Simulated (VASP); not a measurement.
# TiO2 (I4_1/amd) in VASP: single point with LDA

Aim: the single point of TiO2 with LDA.

Everything below comes from runs of VASP 6.6.1. Logs are shortened: lines on timing, memory, paths and dates and some standing lists are left out, and cuts for length are marked.

## (1) The structure

It takes space group I4_1/amd (No. 141, tetragonal). Conventional cell: a = 3.739 Å, b = 3.739 Å, c = 9.455 Å, α = 90.00°, β = 90.00°, γ = 90.00°. Ti (site symmetry -4m2) is surrounded by 6 O at 1.91 to 1.97 Å. Around O (site symmetry 2mm) lie 3 Ti at 1.91 to 1.97 Å.

## (2) Single point, LDA

INCAR

```
SYSTEM = TiO2
PREC = Accurate
ENCUT = 520
EDIFF = 1E-7
ISMEAR = 0
SIGMA = 0.02
LREAL = .FALSE.
LASPH = .TRUE.
NELM = 100
ALGO = Fast
ISIF = 2
LWAVE = .FALSE.
LCHARG = .TRUE.
GGA = CA
LELF = .TRUE.
LVHAR = .TRUE.
NBANDS = 33
```

KPOINTS

```
Automatic mesh
0
G
  10 10 10
  0 0 0
```

POSCAR

```
TiO2
1.0
   -1.8696883070      1.8696883070      4.7275988787
    1.8696883070     -1.8696883070      4.7275988787
    1.8696883070      1.8696883070     -4.7275988787
Ti O
2 4
Direct
    0.0000000000      0.0000000000      0.0000000000
    0.7500000000      0.2500000000      0.5000000000
    0.2079846864      0.2079846864      0.0000000000
    0.9579846864      0.4579846864      0.5000000000
    0.5420153136      0.0420153136      0.5000000000
    0.7920153136      0.7920153136      0.0000000000
```

Potentials or basis: VASP PAW LDA potentials, release 64 (Ti_sv, O).

Command:

```console
$ cat potpaw_LDA.64/Ti_sv/POTCAR potpaw_LDA.64/O/POTCAR > POTCAR
$ mpirun -np 1 vasp_std > vasp.out
```

OUTCAR:

```text
SYSTEM = TiO2
   PREC = Accurate
   ENCUT = 520
   EDIFF = 1E-7
   ISMEAR = 0
   LREAL = .FALSE.
   LASPH = .TRUE.
   NELM = 100
   ISIF = 2
   GGA = CA

 ion  position               nearest neighbor table
   1  0.000  0.000  0.000-   5 1.91   4 1.91   5 1.91   4 1.91   3 1.97   6 1.97
   2  0.750  0.250  0.500-   6 1.91   3 1.91   6 1.91   3 1.91   4 1.97   5 1.97
   3  0.208  0.208  0.000-   2 1.91   2 1.91   1 1.97
   4  0.958  0.458  0.500-   1 1.91   1 1.91   2 1.97
   5  0.542  0.042  0.500-   1 1.91   1 1.91   2 1.97
   6  0.792  0.792  0.000-   2 1.91   2 1.91   1 1.97

  LATTYP: Found a body centered tetragonal cell.
 ALAT       =     3.7393766140
 C/A-ratio  =     2.5285492031

  Lattice vectors:

 A1 = (  -1.8696883070,   1.8696883070,   4.7275988787)
 A2 = (   1.8696883070,  -1.8696883070,   4.7275988787)
 A3 = (   1.8696883070,   1.8696883070,  -4.7275988787)

Analysis of symmetry for initial positions (statically):
=====================================================================
 Subroutine PRICEL returns:
 Original cell was already a primitive cell.

 Routine SETGRP: Setting up the symmetry group for a
 body centered tetragonal supercell.

 Subroutine GETGRP returns: Found 16 space group operations
 (whereof  8 operations were pure point group operations)
 out of a pool of 16 trial point group operations.

The static configuration has the point symmetry D_2d.
 The point group associated with its full space group is D_4h.

Analysis of symmetry for dynamics (positions and initial velocities):
=====================================================================
 Subroutine PRICEL returns:
 Original cell was already a primitive cell.

 Routine SETGRP: Setting up the symmetry group for a
 body centered tetragonal supercell.

 Subroutine GETGRP returns: Found 16 space group operations
 (whereof  8 operations were pure point group operations)
 out of a pool of 16 trial point group operations.

The dynamic configuration has the point symmetry D_2d.
 The point group associated with its full space group is D_4h.

 Subroutine INISYM returns: Found 16 space group operations
 (whereof  8 operations are pure point group operations),
 and found     1 'primitive' translations

----------------------------------------------------------------------------------------

                                     Primitive cell

[... 101 lines left out ...]
   NSW    =      0    number of steps for IOM
   IBRION =     -1    ionic relax: 0-MD 1-quasi-New 2-CG
   NFREE  =      0    steps in history (QN), initial steepest desc. (CG)
   ISIF   =      2    stress and relaxation
   ISYM   =      2    0-nonsym 1-usesym 2-fastsym
   POTIM  = 0.5000    time-step for ionic-motion
   TEBEG  =    0.0;   TEEND  =   0.0 temperature during run
   PSTRESS=    0.0 pullay stress
   NELECT =      48.0000    total number of electrons
   NUPDOWN=      -1.0000    fix difference up-down
   EMIN   =  10.00;   EMAX   =-10.00  energy-range for DOS
   EFERMI =   0.00;   METHOD = LEGACY
   ISMEAR =     0;   SIGMA  =   0.02  broadening in eV -4-tet -1-fermi 0-gaus
   EFERMI_NEDOS =   21; number of points for ismear=-14 and -15
   IALGO  =     68    algorithm
   IMIX   =      4    mixing-type and parameters
     AMIX     =   0.40;   BMIX     =  1.00
     AMIX_MAG =   1.60;   BMIX_MAG =  1.00
  volume/ion in A,a.u.               =      11.02        74.35
  Fermi-wavevector in a.u.,A,eV,Ry     =   1.471439  2.780616 29.458415  2.165132
  Thomas-Fermi vector in A             =   2.586575
   LORBIT       =      0    0 simple, 1 ext, 2 COOP (PROOUT), +10 PAW based schemes
   GGA     = CA    functional components
   LHFCALC =     F    Hartree Fock is set to
   AEXX    =    0.0000 exact exchange contribution
   IVDW    =     0    specifies the selected vdW correction
   LEPSILON=     F    determine dielectric tensor
   LRPA    =     F    only Hartree local field effects (RPA)
 non-spin polarized calculation
 RMM-DIIS sequential band-by-band and
 Gauss-broadening in eV      SIGMA  =   0.02
  energy-cutoff  :      520.00
  volume of cell :       66.11
 maximum number of plane-waves:      1802
   NGX = 21   NGY = 21   NGZ = 21

 number of electron      47.9999997 magnetization

 Free energy of the ion-electron system (eV)
  ---------------------------------------------------
  ext. energy  EPLUGINS =         0.00000000
  ---------------------------------------------------
  free energy    TOTEN  =       -58.83486678 eV

  energy without entropy =      -58.83486678  energy(sigma->0) =      -58.83486678

 E-fermi :   3.5850     XC(G=0): -11.4964

 val. band max:        3.3682504636   @ k =  -0.4000   0.4000   0.0000
 cond. band min:       5.4439136002   @ k =   0.0000   0.0000   0.0000
 fundamental gap:      2.0756631366
 Fermi energy:         3.5850493012

 k-point     1 :       0.0000    0.0000    0.0000
  band No.  band energies     occupation
      1     -52.1680      2.00000
      2     -52.0941      2.00000
      3     -29.0957      2.00000
      4     -28.8171      2.00000
      5     -28.8171      2.00000
      6     -28.7343      2.00000
[... 853 lines left out ...]
     32      10.1636      0.00000
     33      11.0899      0.00000

 [... further k-points ...]

------------------------ aborting loop because EDIFF is reached ----------------------------------------

  FORCE on cell =-STRESS in cart. coord.  units (eV):
  Direction    XX          YY          ZZ          XY          YZ          ZX
  --------------------------------------------------------------------------------------
  -------------------------------------------------------------------------------------
  Total        0.5326929      0.5326929      0.5241622      0.0000000      0.0000000      0.0000000
  in kB       12.9106600     12.9106600     12.7039061      0.0000000      0.0000000      0.0000000
  external PRESSURE =      12.8417420 kB  Pullay stress =       0.0000000 kB

 VOLUME and BASIS-vectors are now :
 -----------------------------------------------------------------------------
  energy-cutoff  :      520.00
  volume of cell :       66.11
      direct lattice vectors                 reciprocal lattice vectors
    -1.869688307  1.869688307  4.727598879     0.000000000  0.267424254  0.105761934
     1.869688307 -1.869688307  4.727598879     0.267424254  0.000000000  0.105761934
     1.869688307  1.869688307 -4.727598879     0.267424254  0.267424254  0.000000000

 POSITION                                       TOTAL-FORCE (eV/Angst)
 -----------------------------------------------------------------------------------
      0.00000      0.00000      0.00000        -0.000000     -0.000000      0.000000
      0.00000      1.86969      2.36380        -0.000000     -0.000000      0.000000
      0.00000      0.00000      1.96654        -0.000000     -0.000000      0.033828
     -0.00000      1.86969      4.33034        -0.000000     -0.000000      0.033828
      0.00000      1.86969      0.39726         0.000000      0.000000     -0.033828
      0.00000      0.00000      7.48866         0.000000      0.000000     -0.033828
 -----------------------------------------------------------------------------------
    total drift:                               -0.000000     -0.000000     -0.000000

  FREE ENERGIE OF THE ION-ELECTRON SYSTEM (eV)
  ---------------------------------------------------
  free  energy   TOTEN  =       -58.8348667768 eV

  energy  without entropy=      -58.8348667768  energy(sigma->0) =      -58.83486678
```

It took 8.6 min on 1 thread of Intel Xeon 6975P-C (Granite Rapids), shared host; peak memory 0.31 GiB.

What came out:

```yaml
Free_energy: -58.8349 eV
Pressure: 1.3 GPa
Largest_force: 0.034 eV/Å
Band_gap_on_the_k_mesh: 2.08 eV, indirect (least direct gap 2.42 eV)
```

Forces on the atoms (eV/Å):
```
Ti   0.000  0.000  0.000
Ti   0.000  0.000  0.000
O    0.000  0.000  0.034
O    0.000  0.000  0.034
O    0.000  0.000 -0.034
O    0.000  0.000 -0.034
```

Levels at points of the mesh, in eV from the valence-band top:
| k point | band 20 | band 21 | band 22 | band 23 | band 24 | band 25 | band 26 | band 27 | band 28 | band 29 |
| --- | --- | --- | --- | --- | --- | --- | --- | --- | --- | --- |
| (0.00, 0.00, 0.00) | -0.78 | -0.76 | -0.76 | -0.50 | -0.50 | 2.08 | 2.88 | 4.10 | 4.10 | 4.13 |
| (0.50, 0.00, 0.00) | -2.09 | -2.04 | -1.03 | -0.81 | -0.65 | 3.29 | 3.64 | 3.65 | 3.76 | 4.43 |
| (0.50, 0.50, 0.00) | -2.75 | -2.17 | -2.17 | -0.03 | -0.03 | 3.41 | 3.41 | 3.93 | 3.93 | 5.09 |
| (0.50, 0.50, 0.50) | -1.39 | -1.28 | -1.28 | -0.10 | -0.10 | 2.46 | 2.46 | 3.87 | 3.87 | 4.37 |
